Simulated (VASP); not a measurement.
# Gd (Im-3m) in VASP: settings compared, part 8 of 10

VASP 6.6.1. Earlier steps stand in the parts before.

## 76. Equation of state, PBE, collinear spin, ferromagnetic start, 32.22 Å³/atom

INCAR

```
SYSTEM = Gd
ADDGRID = .False. ; ALGO = Normal
EDIFF = 1E-6 ; ENCUT = 700
GGA = PE ; ISIF = 2
ISMEAR = 0 ; ISPIN = 2
LASPH = .True. ; LCHARG = .False.
LMAXMIX = 6 ; LORBIT = 11
LREAL = .False. ; LWAVE = .False.
MAGMOM = 7 ; NELM = 100
PREC = Accurate ; SIGMA = 0.2
```

KPOINTS

```
k-points
0
Gamma
  5 5 5
  0 0 0
```

POSCAR

```
Gd
1.0
   -2.0045440560      2.0045440560      2.0045440560
    2.0045440560     -2.0045440560      2.0045440560
    2.0045440560      2.0045440560     -2.0045440560
Gd
1
Direct
    0.0000000000      0.0000000000      0.0000000000
```

Run with:

```console
cat potpaw_PBE.64/Gd/POTCAR > POTCAR
mpirun -np 1 vasp_std > vasp.out
```

It took 32 s on 1 thread of Intel Xeon Platinum 8559C (Emerald Rapids), shared host; peak memory 0.2 GiB.

The run converged, but some of its settings lie outside the range that counts as converged, so its numbers aren't taken as properties of the crystal.

What came out:

- Free energy: -11.6442 eV
- Pressure: 0.7 GPa
- Band gap on the k mesh: none (metal or under the smearing width)
- Net moment: 7.77 μB per cell
- Site moments: Gd +7.06 μB
- Valence electrons inside the program's atomic spheres: Gd 15.22

Caveat: the k mesh is coarse (spacing up to 0.44 Å⁻¹), so the values aren't converged; spin-orbit coupling is left out, which moves the levels of the heavy elements.

## 77. Equation of state, PBE, collinear spin, ferromagnetic start, 34.21 Å³/atom

INCAR is that of step 76.

KPOINTS is that of step 76.

POSCAR

```
Gd
1.0
   -2.0450508090      2.0450508090      2.0450508090
    2.0450508090     -2.0450508090      2.0450508090
    2.0450508090      2.0450508090     -2.0450508090
Gd
1
Direct
    0.0000000000      0.0000000000      0.0000000000
```

Run with:

```console
cat potpaw_PBE.64/Gd/POTCAR > POTCAR
mpirun -np 1 vasp_std > vasp.out
```

Run time: 24 s. Hardware: 1 thread of Intel Xeon Platinum 8559C (Emerald Rapids), shared host; peak memory 0.2 GiB.

The run converged, but some of its settings lie outside the range that counts as converged, so its numbers aren't taken as properties of the crystal.

What came out:

```yaml
Free_energy: -11.6412 eV
Pressure: -1.3 GPa
Band_gap_on_the_k_mesh: none (metal or under the smearing width)
Net_moment: 7.75 μB per cell
Site_moments: Gd +7.04 μB
Valence_electrons_inside_the_program's_atomic_spheres: Gd 15.19
```

Caveat: the k mesh is coarse (spacing up to 0.43 Å⁻¹), so the values aren't converged; spin-orbit coupling is left out, which moves the levels of the heavy elements.

## 78. Equation of state, PBE, collinear spin, ferromagnetic start, 32.22 Å³/atom

Edit INCAR of step 77 so:

```diff
@@ -2,3 +2,3 @@
 ADDGRID = .False. ; ALGO = Normal
-EDIFF = 1E-6 ; ENCUT = 700
+EDIFF = 1E-6 ; ENCUT = 550
 GGA = PE ; ISIF = 2
```

KPOINTS

```
k-points
0
Gamma
  6 6 6
  0 0 0
```

POSCAR

```
Gd
1.0
   -2.0045440560      2.0045440560      2.0045440560
    2.0045440560     -2.0045440560      2.0045440560
    2.0045440560      2.0045440560     -2.0045440560
Gd
1
Direct
    0.0000000000      0.0000000000      0.0000000000
```

Potentials or basis: VASP PAW PBE potentials, release 64 (Gd).

Run with:

```console
cat potpaw_PBE.64/Gd/POTCAR > POTCAR
mpirun -np 1 vasp_std > vasp.out
```

Wall time 32 s (1 thread of Intel Xeon Platinum 8559C (Emerald Rapids), shared host); peak memory 0.18 GiB.

The run converged, but some of its settings lie outside the range that counts as converged, so its numbers aren't taken as properties of the crystal.

What came out:

* Free energy: -11.6285 eV
* Pressure: 1.0 GPa
* Band gap on the k mesh: none (metal or under the smearing width)
* Net moment: 7.52 μB per cell
* Site moments: Gd +6.97 μB
* Valence electrons inside the program's atomic spheres: Gd 15.22

Caveat: the k mesh is coarse (spacing up to 0.37 Å⁻¹), so the values aren't converged; spin-orbit coupling is left out, which moves the levels of the heavy elements.

## 79. Equation of state, PBE, collinear spin, ferromagnetic start, 34.21 Å³/atom

INCAR is that of step 78.

KPOINTS is that of step 78.

POSCAR

```
Gd
1.0
   -2.0450508090      2.0450508090      2.0450508090
    2.0450508090     -2.0450508090      2.0450508090
    2.0450508090      2.0450508090     -2.0450508090
Gd
1
Direct
    0.0000000000      0.0000000000      0.0000000000
```

Run with:

```console
cat potpaw_PBE.64/Gd/POTCAR > POTCAR
mpirun -np 1 vasp_std > vasp.out
```

It took 25 s on 1 thread of Intel Xeon Platinum 8559C (Emerald Rapids), shared host; peak memory 0.18 GiB.

These settings aren't checked as converged: the numbers below hold their error.

Results:

- Free energy: -11.6287 eV
- Pressure: -1.0 GPa
- Band gap on the k mesh: none (metal or under the smearing width)
- Net moment: 7.54 μB per cell
- Site moments: Gd +6.96 μB
- Valence electrons inside the program's atomic spheres: Gd 15.19

Caveat: the k mesh is coarse (spacing up to 0.36 Å⁻¹), so the values aren't converged; spin-orbit coupling is left out, which moves the levels of the heavy elements.

## 80. Equation of state, PBE, collinear spin, ferromagnetic start, 32.22 Å³/atom

Edit INCAR of step 79 so:

```diff
@@ -2,3 +2,3 @@
 ADDGRID = .False. ; ALGO = Normal
-EDIFF = 1E-6 ; ENCUT = 550
+EDIFF = 1E-6 ; ENCUT = 900
 GGA = PE ; ISIF = 2
```

KPOINTS

```
k-points
0
Gamma
  5 5 5
  0 0 0
```

POSCAR

```
Gd
1.0
   -2.0045440560      2.0045440560      2.0045440560
    2.0045440560     -2.0045440560      2.0045440560
    2.0045440560      2.0045440560     -2.0045440560
Gd
1
Direct
    0.0000000000      0.0000000000      0.0000000000
```

Run with:

```console
cat potpaw_PBE.64/Gd/POTCAR > POTCAR
mpirun -np 1 vasp_std > vasp.out
```

Run time: 44 s. Hardware: 1 thread of Intel Xeon Platinum 8559C (Emerald Rapids), shared host; peak memory 0.25 GiB.

These settings aren't checked as converged: the numbers below hold their error.

What came out:

- Free energy: -11.6452 eV
- Pressure: 0.8 GPa
- Band gap on the k mesh: none (metal or under the smearing width)
- Net moment: 7.77 μB per cell
- Site moments: Gd +7.06 μB
- Valence electrons inside the program's atomic spheres: Gd 15.22

Caveat: the k mesh is coarse (spacing up to 0.44 Å⁻¹), so the values aren't converged; spin-orbit coupling is left out, which moves the levels of the heavy elements.

## 81. Equation of state, PBE, collinear spin, ferromagnetic start, 34.21 Å³/atom

INCAR is that of step 80.

KPOINTS is that of step 80.

POSCAR

```
Gd
1.0
   -2.0450508090      2.0450508090      2.0450508090
    2.0450508090     -2.0450508090      2.0450508090
    2.0450508090      2.0450508090     -2.0450508090
Gd
1
Direct
    0.0000000000      0.0000000000      0.0000000000
```

Potentials or basis: VASP PAW PBE potentials, release 64 (Gd).

Run with:

```console
cat potpaw_PBE.64/Gd/POTCAR > POTCAR
mpirun -np 1 vasp_std > vasp.out
```

It took 37 s on 1 thread of Intel Xeon Platinum 8559C (Emerald Rapids), shared host; peak memory 0.25 GiB.

The run converged, but some of its settings lie outside the range that counts as converged, so its numbers aren't taken as properties of the crystal.

What came out:

```
Free energy                                           : -11.6421 eV
Pressure                                              : -1.0 GPa
Band gap on the k mesh                                : none (metal or under the smearing width)
Net moment                                            : 7.75 μB per cell
Site moments                                          : Gd +7.04 μB
Valence electrons inside the program's atomic spheres : Gd 15.19
```

Caveat: the k mesh is coarse (spacing up to 0.43 Å⁻¹), so the values aren't converged; spin-orbit coupling is left out, which moves the levels of the heavy elements.

## 82. Equation of state, PBE, collinear spin, ferromagnetic start, 32.22 Å³/atom

Edit INCAR of step 81 so:

```diff
@@ -2,3 +2,3 @@
 ADDGRID = .False. ; ALGO = Normal
-EDIFF = 1E-6 ; ENCUT = 900
+EDIFF = 1E-6 ; ENCUT = 250
 GGA = PE ; ISIF = 2
```

KPOINTS

```
k-points
0
Gamma
  10 10 10
  0 0 0
```

POSCAR

```
Gd
1.0
   -2.0045440560      2.0045440560      2.0045440560
    2.0045440560     -2.0045440560      2.0045440560
    2.0045440560      2.0045440560     -2.0045440560
Gd
1
Direct
    0.0000000000      0.0000000000      0.0000000000
```

Run with:

```console
cat potpaw_PBE.64/Gd/POTCAR > POTCAR
mpirun -np 1 vasp_std > vasp.out
```

It took 21 s on 1 thread of Intel Xeon Platinum 8559C (Emerald Rapids), shared host; peak memory 0.14 GiB.

The run converged, but a check on its numbers failed (symmetry, net force, bounds or a known fault of this set-up), so they aren't taken as properties of the crystal.

Caveat: the cutoff lies under the usual one of these potentials, so the numbers hold a large basis-set error; spin-orbit coupling is left out, which moves the levels of the heavy elements.

## 83. Equation of state, PBE, collinear spin, ferromagnetic start, 34.21 Å³/atom

INCAR is that of step 82.

KPOINTS is that of step 82.

POSCAR

```
Gd
1.0
   -2.0450508090      2.0450508090      2.0450508090
    2.0450508090     -2.0450508090      2.0450508090
    2.0450508090      2.0450508090     -2.0450508090
Gd
1
Direct
    0.0000000000      0.0000000000      0.0000000000
```

Run with:

```console
cat potpaw_PBE.64/Gd/POTCAR > POTCAR
mpirun -np 1 vasp_std > vasp.out
```

Run time: 21 s. Hardware: 1 thread of Intel Xeon Platinum 8559C (Emerald Rapids), shared host; peak memory 0.14 GiB.

The run converged, but a check on its numbers failed (symmetry, net force, bounds or a known fault of this set-up), so they aren't taken as properties of the crystal.

Caveat: the cutoff lies under the usual one of these potentials, so the numbers hold a large basis-set error; spin-orbit coupling is left out, which moves the levels of the heavy elements.

## 84. Equation of state, PBE, collinear spin, ferromagnetic start, 32.22 Å³/atom

Edit INCAR of step 83 so:

```diff
@@ -2,3 +2,3 @@
 ADDGRID = .False. ; ALGO = Normal
-EDIFF = 1E-6 ; ENCUT = 250
+EDIFF = 1E-6 ; ENCUT = 300
 GGA = PE ; ISIF = 2
```

KPOINTS is that of step 83.

POSCAR

```
Gd
1.0
   -2.0045440560      2.0045440560      2.0045440560
    2.0045440560     -2.0045440560      2.0045440560
    2.0045440560      2.0045440560     -2.0045440560
Gd
1
Direct
    0.0000000000      0.0000000000      0.0000000000
```

Potentials or basis: VASP PAW PBE potentials, release 64 (Gd).

Run with:

```console
cat potpaw_PBE.64/Gd/POTCAR > POTCAR
mpirun -np 1 vasp_std > vasp.out
```

Run time: 25 s. Hardware: 1 thread of Intel Xeon Platinum 8559C (Emerald Rapids), shared host; peak memory 0.14 GiB.

The run converged, but a check on its numbers failed (symmetry, net force, bounds or a known fault of this set-up), so they aren't taken as properties of the crystal.

Caveat: the cutoff lies under the usual one of these potentials, so the numbers hold a large basis-set error; spin-orbit coupling is left out, which moves the levels of the heavy elements.

## 85. Equation of state, PBE, collinear spin, ferromagnetic start, 34.21 Å³/atom

INCAR is that of step 84.

KPOINTS is that of step 84.

POSCAR

```
Gd
1.0
   -2.0450508090      2.0450508090      2.0450508090
    2.0450508090     -2.0450508090      2.0450508090
    2.0450508090      2.0450508090     -2.0450508090
Gd
1
Direct
    0.0000000000      0.0000000000      0.0000000000
```

Run with:

```console
cat potpaw_PBE.64/Gd/POTCAR > POTCAR
mpirun -np 1 vasp_std > vasp.out
```

It took 27 s on 1 thread of Intel Xeon Platinum 8559C (Emerald Rapids), shared host; peak memory 0.15 GiB.

The run converged, but a check on its numbers failed (symmetry, net force, bounds or a known fault of this set-up), so they aren't taken as properties of the crystal.

Caveat: the cutoff lies under the usual one of these potentials, so the numbers hold a large basis-set error; spin-orbit coupling is left out, which moves the levels of the heavy elements.

## 86. Equation of state, PBE, collinear spin, ferromagnetic start, 32.22 Å³/atom

Edit INCAR of step 85 so:

```diff
@@ -2,3 +2,3 @@
 ADDGRID = .False. ; ALGO = Normal
-EDIFF = 1E-6 ; ENCUT = 300
+EDIFF = 1E-6 ; ENCUT = 400
 GGA = PE ; ISIF = 2
```

KPOINTS is that of step 85.

POSCAR

```
Gd
1.0
   -2.0045440560      2.0045440560      2.0045440560
    2.0045440560     -2.0045440560      2.0045440560
    2.0045440560      2.0045440560     -2.0045440560
Gd
1
Direct
    0.0000000000      0.0000000000      0.0000000000
```

Run with:

```console
cat potpaw_PBE.64/Gd/POTCAR > POTCAR
mpirun -np 1 vasp_std > vasp.out
```

Wall time 41 s (1 thread of Intel Xeon Platinum 8559C (Emerald Rapids), shared host); peak memory 0.17 GiB.

The run converged, but some of its settings lie outside the range that counts as converged, so its numbers aren't taken as properties of the crystal.

What came out:

| Property | Result |
| --- | --- |
| Free energy | -11.6097 eV |
| Pressure | 0.4 GPa |
| Band gap on the k mesh | none (metal or under the smearing width) |
| Net moment | 7.62 μB per cell |
| Site moments | Gd +7.00 μB |
| Valence electrons inside the program's atomic spheres | Gd 15.21 |

Caveat: the cutoff is under 1.25 times the usual one of these potentials, so pressure, stress and relaxed cells hold a basis-set (Pulay) error; spin-orbit coupling is left out, which moves the levels of the heavy elements.

## 87. Equation of state, PBE, collinear spin, ferromagnetic start, 34.21 Å³/atom

INCAR is that of step 86.

KPOINTS is that of step 86.

POSCAR

```
Gd
1.0
   -2.0450508090      2.0450508090      2.0450508090
    2.0450508090     -2.0450508090      2.0450508090
    2.0450508090      2.0450508090     -2.0450508090
Gd
1
Direct
    0.0000000000      0.0000000000      0.0000000000
```

Potentials or basis: VASP PAW PBE potentials, release 64 (Gd).

Run with:

```console
cat potpaw_PBE.64/Gd/POTCAR > POTCAR
mpirun -np 1 vasp_std > vasp.out
```

Run time: 37 s. Hardware: 1 thread of Intel Xeon Platinum 8559C (Emerald Rapids), shared host; peak memory 0.17 GiB.

The run converged, but some of its settings lie outside the range that counts as converged, so its numbers aren't taken as properties of the crystal.

What came out:

```yaml
Free_energy: -11.6114 eV
Pressure: -1.5 GPa
Band_gap_on_the_k_mesh: none (metal or under the smearing width)
Net_moment: 7.63 μB per cell
Site_moments: Gd +6.99 μB
Valence_electrons_inside_the_program's_atomic_spheres: Gd 15.18
```

Caveat: the cutoff is under 1.25 times the usual one of these potentials, so pressure, stress and relaxed cells hold a basis-set (Pulay) error; spin-orbit coupling is left out, which moves the levels of the heavy elements.

## 88. Equation of state, PBE, collinear spin, ferromagnetic start, 32.22 Å³/atom

Edit INCAR of step 87 so:

```diff
@@ -2,3 +2,3 @@
 ADDGRID = .False. ; ALGO = Normal
-EDIFF = 1E-6 ; ENCUT = 400
+EDIFF = 1E-6 ; ENCUT = 450
 GGA = PE ; ISIF = 2
```

KPOINTS is that of step 87.

POSCAR

```
Gd
1.0
   -2.0045440560      2.0045440560      2.0045440560
    2.0045440560     -2.0045440560      2.0045440560
    2.0045440560      2.0045440560     -2.0045440560
Gd
1
Direct
    0.0000000000      0.0000000000      0.0000000000
```

Run with:

```console
cat potpaw_PBE.64/Gd/POTCAR > POTCAR
mpirun -np 1 vasp_std > vasp.out
```

Wall time 39 s (1 thread of Intel Xeon Platinum 8559C (Emerald Rapids), shared host); peak memory 0.17 GiB.

These settings aren't checked as converged: the numbers below hold their error.

Results:

| Property | Result |
| --- | --- |
| Free energy | -11.6238 eV |
| Pressure | 0.5 GPa |
| Band gap on the k mesh | none (metal or under the smearing width) |
| Net moment | 7.62 μB per cell |
| Site moments | Gd +7.00 μB |
| Valence electrons inside the program's atomic spheres | Gd 15.21 |

Caveat: spin-orbit coupling is left out, which moves the levels of the heavy elements.

## 89. Equation of state, PBE, collinear spin, ferromagnetic start, 34.21 Å³/atom

INCAR is that of step 88.

KPOINTS is that of step 88.

POSCAR

```
Gd
1.0
   -2.0450508090      2.0450508090      2.0450508090
    2.0450508090     -2.0450508090      2.0450508090
    2.0450508090      2.0450508090     -2.0450508090
Gd
1
Direct
    0.0000000000      0.0000000000      0.0000000000
```

Run with:

```console
cat potpaw_PBE.64/Gd/POTCAR > POTCAR
mpirun -np 1 vasp_std > vasp.out
```

It took 63 s on 1 thread of Intel Xeon Platinum 8559C (Emerald Rapids), shared host; peak memory 0.2 GiB.

The run converged, but some of its settings lie outside the range that counts as converged, so its numbers aren't taken as properties of the crystal.

Results:

| Quantity | Value |
| --- | --- |
| Free energy | -11.6256 eV |
| Pressure | -1.2 GPa |
| Band gap on the k mesh | none (metal or under the smearing width) |
| Net moment | 7.63 μB per cell |
| Site moments | Gd +6.99 μB |
| Valence electrons inside the program's atomic spheres | Gd 15.19 |

Caveat: spin-orbit coupling is left out, which moves the levels of the heavy elements.

## 90. Equation of state, PBE, collinear spin, ferromagnetic start, 32.22 Å³/atom

Edit INCAR of step 89 so:

```diff
@@ -9,2 +9,2 @@
 MAGMOM = 7 ; NELM = 100
-PREC = Accurate ; SIGMA = 0.2
+PREC = Accurate ; SIGMA = 0.4
```

KPOINTS is that of step 89.

POSCAR

```
Gd
1.0
   -2.0045440560      2.0045440560      2.0045440560
    2.0045440560     -2.0045440560      2.0045440560
    2.0045440560      2.0045440560     -2.0045440560
Gd
1
Direct
    0.0000000000      0.0000000000      0.0000000000
```

Potentials or basis: VASP PAW PBE potentials, release 64 (Gd).

Run with:

```console
cat potpaw_PBE.64/Gd/POTCAR > POTCAR
mpirun -np 1 vasp_std > vasp.out
```

Wall time 36 s (1 thread of Intel Xeon Platinum 8559C (Emerald Rapids), shared host); peak memory 0.17 GiB.

These settings aren't checked as converged: the numbers below hold their error.

Results:

```yaml
Free_energy: -11.6886 eV
Pressure: 1.4 GPa
Band_gap_on_the_k_mesh: none (metal or under the smearing width)
Net_moment: 7.53 μB per cell
Site_moments: Gd +6.95 μB
Valence_electrons_inside_the_program's_atomic_spheres: Gd 15.23
```

Caveat: spin-orbit coupling is left out, which moves the levels of the heavy elements.

## 91. Equation of state, PBE, collinear spin, ferromagnetic start, 34.21 Å³/atom

INCAR is that of step 90.

KPOINTS is that of step 90.

POSCAR

```
Gd
1.0
   -2.0450508090      2.0450508090      2.0450508090
    2.0450508090     -2.0450508090      2.0450508090
    2.0450508090      2.0450508090     -2.0450508090
Gd
1
Direct
    0.0000000000      0.0000000000      0.0000000000
```

Run with:

```console
cat potpaw_PBE.64/Gd/POTCAR > POTCAR
mpirun -np 1 vasp_std > vasp.out
```

Wall time 56 s (1 thread of Intel Xeon Platinum 8559C (Emerald Rapids), shared host); peak memory 0.2 GiB.

These settings aren't checked as converged: the numbers below hold their error.

What came out:

```
Free energy                                           : -11.6994 eV
Pressure                                              : -0.5 GPa
Band gap on the k mesh                                : none (metal or under the smearing width)
Net moment                                            : 7.54 μB per cell
Site moments                                          : Gd +6.93 μB
Valence electrons inside the program's atomic spheres : Gd 15.21
```

Caveat: spin-orbit coupling is left out, which moves the levels of the heavy elements.

## 92. Equation of state, PBE, collinear spin, ferromagnetic start, 32.22 Å³/atom

Edit INCAR of step 91 so:

```diff
@@ -9,2 +9,2 @@
 MAGMOM = 7 ; NELM = 100
-PREC = Accurate ; SIGMA = 0.4
+PREC = Accurate ; SIGMA = 0.1
```

KPOINTS is that of step 91.

POSCAR

```
Gd
1.0
   -2.0045440560      2.0045440560      2.0045440560
    2.0045440560     -2.0045440560      2.0045440560
    2.0045440560      2.0045440560     -2.0045440560
Gd
1
Direct
    0.0000000000      0.0000000000      0.0000000000
```

Run with:

```console
cat potpaw_PBE.64/Gd/POTCAR > POTCAR
mpirun -np 1 vasp_std > vasp.out
```

It took 38 s on 1 thread of Intel Xeon Platinum 8559C (Emerald Rapids), shared host; peak memory 0.18 GiB.

These settings aren't checked as converged: the numbers below hold their error.

Results:

```yaml
Free_energy: -11.6101 eV
Pressure: 0.6 GPa
Band_gap_on_the_k_mesh: none (metal or under the smearing width)
Net_moment: 7.65 μB per cell
Site_moments: Gd +7.02 μB
Valence_electrons_inside_the_program's_atomic_spheres: Gd 15.21
```

Caveat: spin-orbit coupling is left out, which moves the levels of the heavy elements.

(Continued in part 9 of 10.)
